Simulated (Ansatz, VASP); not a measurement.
**Hf: VASP beside Ansatz**

```
CELL_PARAMETERS angstrom
3.19670 0.00000 0.00000
-1.59835 2.76842 0.00000
0.00000 0.00000 5.15896
ATOMIC_POSITIONS crystal
Hf 0.66667 0.33333 0.75000
Hf 0.33333 0.66667 0.25000
```

Alike in both runs: task single point; functional PBE; k mesh 8 × 8 × 5; occupations fermi-dirac, width 0.05 eV; no spin polarisation.

|  | VASP | Ansatz |
| --- | --- | --- |
| version | VASP 6.6.1 | Ansatz 0.2.0 |
| potentials or method | VASP PAW PBE potentials, release 64 (Hf_pv) | Ansatz PAW |
| plane-wave cutoff (eV) | 520 | 420 |
| valence electrons in the cell | 20 | 52 |

```csv
,VASP,Ansatz,Ansatz less VASP
gap on the k mesh at the Fermi level (eV),none,none,-
pressure (GPa),-1.8,-1.3,+0.43
largest component of the traceless stress (GPa),1.83,1.78,-0.053
```

A gap of «none» marks a metal or a gap that the smearing closes. The two sets of potentials don't hold the same shells in valence.

The runs have no spin-orbit coupling, so splittings on Hf are missing.
